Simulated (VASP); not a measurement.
# NaCl (Fm-3m) in VASP: further runs

Aim: see how the results for NaCl move with the level of theory and the settings. Levels: PBE, HSE06, r2SCAN, PBE0. Tasks: band structure, G0W0 quasiparticle levels.

Program: VASP 6.6.1. These are calculated values, not measurements. Logs are shortened: lines on timing, memory, paths and dates and some standing lists are left out, and cuts for length are marked.

**1. The crystal as given**

The structure is cubic, space group Fm-3m (No. 225). Conventional cell: a = 5.696 Å, b = 5.696 Å, c = 5.696 Å, α = 90.00°, β = 90.00°, γ = 90.00°. Na (site symmetry m-3m) has 6 Cl at 2.85 Å as nearest neighbours. Cl (site symmetry m-3m) is surrounded by 6 Na at 2.85 Å.

The cell was built by a generator and needn't be a form met in nature.

**2. Band structure, PBE**

Contents of POSCAR:

```
NaCl                                    
1.0
   -0.0000000000      2.8482305685      2.8482305685
    2.8482305685      0.0000000000      2.8482305685
    2.8482305685      2.8482305685     -0.0000000000
  Na              Cl            
     1     1
Direct
     1.0000000000000000    0.0000000000000000    0.0000000000000000
     0.5000000000000000    0.5000000000000000    0.5000000000000000
```

Contents of INCAR.step1:

```
  PREC = Accurate
  ENCUT = 520
  EDIFF = 1E-6
  ISMEAR = 0
  SIGMA = 0.02
  LREAL = F
  LASPH = T
  NELM = 60
  ALGO = Fast
  ISIF = 2
  LWAVE = F
  LCHARG = T
  GGA = PE
  KPAR = 4
```

Contents of KPOINTS.step1:

```
Automatic mesh
0
Gamma
  8 8 8
```

Contents of INCAR.step2:

```
  PREC = Accurate
  ENCUT = 520
  EDIFF = 1E-6
  ISMEAR = 0
  SIGMA = 0.05
  LREAL = F
  LASPH = T
  NELM = 60
  ALGO = Fast
  ISIF = 2
  LWAVE = F
  LCHARG = F
  GGA = PE
  ICHARG = 11
  KPAR = 4
```

Contents of KPOINTS.step2:

```
path GXWKGLUWLK,UX
15
line-mode
reciprocal
 0.0000000000  0.0000000000  0.0000000000  G
 0.5000000000  0.0000000000  0.5000000000  X

 0.5000000000  0.0000000000  0.5000000000  X
 0.5000000000  0.2500000000  0.7500000000  W

 0.5000000000  0.2500000000  0.7500000000  W
 0.3750000000  0.3750000000  0.7500000000  K

 0.3750000000  0.3750000000  0.7500000000  K
 0.0000000000  0.0000000000  0.0000000000  G

 0.0000000000  0.0000000000  0.0000000000  G
 0.5000000000  0.5000000000  0.5000000000  L

 0.5000000000  0.5000000000  0.5000000000  L
 0.6250000000  0.2500000000  0.6250000000  U

 0.6250000000  0.2500000000  0.6250000000  U
 0.5000000000  0.2500000000  0.7500000000  W

 0.5000000000  0.2500000000  0.7500000000  W
 0.5000000000  0.5000000000  0.5000000000  L

 0.5000000000  0.5000000000  0.5000000000  L
 0.3750000000  0.3750000000  0.7500000000  K

 0.6250000000  0.2500000000  0.6250000000  U
 0.5000000000  0.0000000000  0.5000000000  X
```

Potentials or basis: VASP PAW PBE potentials, release 64 (Na_pv, Cl).

On the command line:

```console
> cat potpaw_PBE.64/Na_pv/POTCAR potpaw_PBE.64/Cl/POTCAR > POTCAR
> cp INCAR.step1 INCAR
> cp KPOINTS.step1 KPOINTS
> mpirun -np 4 vasp_std > vasp.out
> cp INCAR.step2 INCAR
> cp KPOINTS.step2 KPOINTS
> mpirun -np 4 vasp_std > vasp.out
```

OUTCAR:

```text
PREC = Accurate
   ENCUT = 520
   EDIFF = 1E-6
   ISMEAR = 0
   LREAL = F
   LASPH = T
   NELM = 60
   ISIF = 2
   GGA = PE
   ICHARG = 11

 ion  position               nearest neighbor table
   1  0.000  0.000  0.000-
   2  0.500  0.500  0.500-

  LATTYP: Found a face centered cubic cell.
 ALAT       =     5.6964611370

  Lattice vectors:

 A1 = (   0.0000000000,   2.8482305685,   2.8482305685)
 A2 = (   2.8482305685,   0.0000000000,   2.8482305685)
 A3 = (   2.8482305685,   2.8482305685,   0.0000000000)

Analysis of symmetry for initial positions (statically):
=====================================================================
 Subroutine PRICEL returns:
 Original cell was already a primitive cell.

 Routine SETGRP: Setting up the symmetry group for a
 face centered cubic supercell.

 Subroutine GETGRP returns: Found 48 space group operations
 (whereof 48 operations were pure point group operations)
 out of a pool of 48 trial point group operations.

The static configuration has the point symmetry O_h .

Analysis of symmetry for dynamics (positions and initial velocities):
=====================================================================
 Subroutine PRICEL returns:
 Original cell was already a primitive cell.

 Routine SETGRP: Setting up the symmetry group for a
 face centered cubic supercell.

 Subroutine GETGRP returns: Found 48 space group operations
 (whereof 48 operations were pure point group operations)
 out of a pool of 48 trial point group operations.

The dynamic configuration has the point symmetry O_h .

 Subroutine INISYM returns: Found 48 space group operations
 (whereof 48 operations are pure point group operations),
 and found     1 'primitive' translations

----------------------------------------------------------------------------------------

                                     Primitive cell

  volume of cell :      46.2121

  direct lattice vectors                    reciprocal lattice vectors
     0.000000000  2.848230569  2.848230569    -0.175547586  0.175547586  0.175547586
     2.848230569  0.000000000  2.848230569     0.175547586 -0.175547586  0.175547586
     2.848230569  2.848230569  0.000000000     0.175547586  0.175547586 -0.175547586

  length of vectors
     4.028006299  4.028006299  4.028006299     0.304057338  0.304057338  0.304057338

[... 79 lines left out ...]
   NFREE  =      0    steps in history (QN), initial steepest desc. (CG)
   ISIF   =      2    stress and relaxation
   ISYM   =      2    0-nonsym 1-usesym 2-fastsym
   POTIM  = 0.5000    time-step for ionic-motion
   TEBEG  =    0.0;   TEEND  =   0.0 temperature during run
   PSTRESS=    0.0 pullay stress
   NELECT =      14.0000    total number of electrons
   NUPDOWN=      -1.0000    fix difference up-down
   EMIN   =  10.00;   EMAX   =-10.00  energy-range for DOS
   EFERMI =   0.00;   METHOD = LEGACY
   ISMEAR =     0;   SIGMA  =   0.05  broadening in eV -4-tet -1-fermi 0-gaus
   EFERMI_NEDOS =   21; number of points for ismear=-14 and -15
   IALGO  =     68    algorithm
   IMIX   =      4    mixing-type and parameters
     AMIX     =   0.40;   BMIX     =  1.00
     AMIX_MAG =   1.60;   BMIX_MAG =  1.00
  volume/ion in A,a.u.               =      23.11       155.93
  Fermi-wavevector in a.u.,A,eV,Ry     =   1.099510  2.077772 16.448374  1.208921
  Thomas-Fermi vector in A             =   2.235905
   LORBIT       =      0    0 simple, 1 ext, 2 COOP (PROOUT), +10 PAW based schemes
   GGA     = PE    functional components
   LHFCALC =     F    Hartree Fock is set to
   AEXX    =    0.0000 exact exchange contribution
   IVDW    =     0    specifies the selected vdW correction
   LEPSILON=     F    determine dielectric tensor
   LRPA    =     F    only Hartree local field effects (RPA)
 non-spin polarized calculation
 RMM-DIIS sequential band-by-band and
 Gauss-broadening in eV      SIGMA  =   0.05
  energy-cutoff  :      520.00
  volume of cell :       46.21
 maximum number of plane-waves:      1267

 number of electron      13.9999992 magnetization

 Free energy of the ion-electron system (eV)
  ---------------------------------------------------
  ext. energy  EPLUGINS =         0.00000000
  ---------------------------------------------------
  free energy    TOTEN  =        -6.88193578 eV

  energy without entropy =       -6.88193578  energy(sigma->0) =       -6.88193578

 E-fermi :  -0.5739     XC(G=0):  -8.0392

 val. band max:       -0.9003523265   @ k =   0.0000   0.0000   0.0000
 cond. band min:       4.0936465695   @ k =   0.0000   0.0000   0.0000
 fundamental gap:      4.9939988960
 Fermi energy:        -0.5738772435

 k-point     1 :       0.0000    0.0000    0.0000
  band No.  band energies     occupation
      1     -21.7796      2.00000
      2     -21.7796      2.00000
      3     -21.7796      2.00000
      4     -13.4937      2.00000
      5      -0.9004      2.00000
      6      -0.9004      2.00000
      7      -0.9004      2.00000
      8       4.0936      0.00000
      9      10.1874      0.00000
     10      10.1874      0.00000
     11      10.1874      0.00000
[... 309 lines left out ...]
 k-point    24 :       0.5000    0.1429    0.6429
  band No.  band energies     occupation
      1     -21.7952      2.00000
      2     -21.7886      2.00000
      3     -21.7878      2.00000
      4     -13.1313      2.00000
      5      -2.3195      2.00000
      6      -1.6944      2.00000
      7      -1.5586      2.00000
      8       7.1847      0.00000
      9       7.7819      0.00000
     10       9.6503      0.00000
     11      11.3636      0.00000

 [... further k-points ...]

------------------------ aborting loop because EDIFF is reached ----------------------------------------

  FORCE on cell =-STRESS in cart. coord.  units (eV):
  Direction    XX          YY          ZZ          XY          YZ          ZX
  --------------------------------------------------------------------------------------
  -------------------------------------------------------------------------------------
  Total        0.0353015      0.0353015      0.0353015      0.0000000     -0.0000000      0.0000000
  in kB        1.2239061      1.2239061      1.2239061      0.0000000     -0.0000000      0.0000000
  external PRESSURE =       1.2239061 kB  Pullay stress =       0.0000000 kB

 VOLUME and BASIS-vectors are now :
 -----------------------------------------------------------------------------
  energy-cutoff  :      520.00
  volume of cell :       46.21
      direct lattice vectors                 reciprocal lattice vectors
     0.000000000  2.848230569  2.848230569    -0.175547586  0.175547586  0.175547586
     2.848230569  0.000000000  2.848230569     0.175547586 -0.175547586  0.175547586
     2.848230569  2.848230569  0.000000000     0.175547586  0.175547586 -0.175547586

 POSITION                                       TOTAL-FORCE (eV/Angst)
 -----------------------------------------------------------------------------------
      0.00000      0.00000      0.00000        -0.000000     -0.000000     -0.000000
      2.84823      2.84823      2.84823         0.000000      0.000000      0.000000
 -----------------------------------------------------------------------------------
    total drift:                               -0.000000      0.000000      0.000000

  FREE ENERGIE OF THE ION-ELECTRON SYSTEM (eV)
  ---------------------------------------------------
  free  energy   TOTEN  =        -6.8819357840 eV

  energy  without entropy=       -6.8819357840  energy(sigma->0) =       -6.88193578
```

OUTCAR.step1:

```text
PREC = Accurate
   ENCUT = 520
   EDIFF = 1E-6
   ISMEAR = 0
   LREAL = F
   LASPH = T
[... 559 lines left out ...]
 -----------------------------------------------------------------------------------
      0.00000      0.00000      0.00000         0.000000      0.000000      0.000000
      2.84823      2.84823      2.84823        -0.000000     -0.000000     -0.000000
 -----------------------------------------------------------------------------------
    total drift:                               -0.000000      0.000000      0.000000

  FREE ENERGIE OF THE ION-ELECTRON SYSTEM (eV)
  ---------------------------------------------------
  free  energy   TOTEN  =        -6.7779005416 eV

  energy  without entropy=       -6.7779005416  energy(sigma->0) =       -6.77790054
```

It took 25 s on 4 MPI ranks of AMD EPYC 9R14 (Zen 4), shared host; peak memory 0.17 GiB.

Results:

```yaml
Band_gap_on_the_k_mesh: 4.99 eV, direct
Band_gap_along_the_path: 4.99 eV, direct
```

Levels at the corners of the path, in eV from the valence-band top:
| point | band 4 | band 5 | band 6 | band 7 | band 8 | band 9 | band 10 | band 11 |
| --- | --- | --- | --- | --- | --- | --- | --- | --- |
| Γ | -12.59 | 0.00 | 0.00 | 0.00 | 4.99 | 11.09 | 11.09 | 11.09 |
| X | -12.24 | -1.58 | -0.57 | -0.57 | 7.45 | 8.10 | 11.11 | 14.51 |
| X | -12.24 | -1.58 | -0.57 | -0.57 | 7.45 | 8.10 | 11.11 | 14.51 |
| W | -12.23 | -1.13 | -1.13 | -0.71 | 8.70 | 9.62 | 9.62 | 11.21 |
| W | -12.23 | -1.13 | -1.13 | -0.71 | 8.70 | 9.62 | 9.62 | 11.21 |
| K | -12.23 | -1.34 | -1.06 | -0.47 | 8.17 | 8.95 | 10.41 | 12.66 |
| K | -12.23 | -1.34 | -1.06 | -0.47 | 8.17 | 8.95 | 10.41 | 12.64 |
| Γ | -12.59 | 0.00 | 0.00 | 0.00 | 4.99 | 11.09 | 11.09 | 11.09 |
| Γ | -12.59 | 0.00 | 0.00 | 0.00 | 4.99 | 11.09 | 11.09 | 11.09 |
| L | -12.29 | -1.84 | -0.25 | -0.25 | 7.22 | 10.38 | 10.90 | 10.90 |
| L | -12.29 | -1.84 | -0.25 | -0.25 | 7.22 | 10.38 | 10.90 | 10.90 |
| U | -12.23 | -1.34 | -1.06 | -0.47 | 8.17 | 8.95 | 10.41 | 12.71 |
| U | -12.23 | -1.34 | -1.06 | -0.47 | 8.17 | 8.95 | 10.41 | 12.65 |
| W | -12.23 | -1.13 | -1.13 | -0.71 | 8.70 | 9.62 | 9.62 | 11.21 |
| W | -12.23 | -1.13 | -1.13 | -0.71 | 8.70 | 9.62 | 9.62 | 11.21 |
| L | -12.29 | -1.84 | -0.25 | -0.25 | 7.22 | 10.38 | 10.90 | 10.90 |
| L | -12.29 | -1.84 | -0.25 | -0.25 | 7.22 | 10.38 | 10.90 | 10.90 |
| K | -12.23 | -1.34 | -1.06 | -0.47 | 8.17 | 8.95 | 10.41 | 12.65 |
| U | -12.23 | -1.34 | -1.06 | -0.47 | 8.17 | 8.95 | 10.41 | 12.65 |
| X | -12.24 | -1.58 | -0.57 | -0.57 | 7.45 | 8.10 | 11.11 | 14.51 |

Caveat: the log is that of the step along the path at fixed density, whose energy, stress, charges and moments have no meaning. A hybrid or GW would open this gap; PBE tends to underestimate it.

**3. Band structure, PBE, non-collinear spin, zero start, spin-orbit coupling**

POSCAR is that of step 2.

INCAR.step1, as its differences from that of step 2:

```diff
@@ -12,2 +12,7 @@
   LCHARG = T
+  LNONCOLLINEAR = T
+  MAGMOM = 0 0 0 0 0 0
+  LORBIT = 11
+  LSORBIT = T
+  GGA_COMPAT = F
   GGA = PE
```

KPOINTS.step1 is that of step 2.

INCAR.step2, as its differences from that of step 2:

```diff
@@ -12,2 +12,7 @@
   LCHARG = F
+  LNONCOLLINEAR = T
+  MAGMOM = 0 0 0 0 0 0
+  LORBIT = 11
+  LSORBIT = T
+  GGA_COMPAT = F
   GGA = PE
```

KPOINTS.step2 is that of step 2.

Potentials or basis: VASP PAW PBE potentials, release 64 (Na_pv, Cl).

On the command line:

```console
> cat potpaw_PBE.64/Na_pv/POTCAR potpaw_PBE.64/Cl/POTCAR > POTCAR
> cp INCAR.step1 INCAR
> cp KPOINTS.step1 KPOINTS
> mpirun -np 4 vasp_ncl > vasp.out
> cp INCAR.step2 INCAR
> cp KPOINTS.step2 KPOINTS
> mpirun -np 4 vasp_ncl > vasp.out
```

Wall time 81 s (4 MPI ranks of AMD EPYC 9R14 (Zen 4), shared host); peak memory 0.37 GiB.

The run converged. Its results:

```yaml
Net_moment: 0.00 μB per cell
```

Moments on the atoms (μB; x, y, z):
```
Na  0.00 0.00 0.00
Cl  0.00 0.00 0.00
```

Caveat: the log is that of the step along the path at fixed density, whose energy, stress, charges and moments have no meaning.

(Part 1 of 3 ends here.)
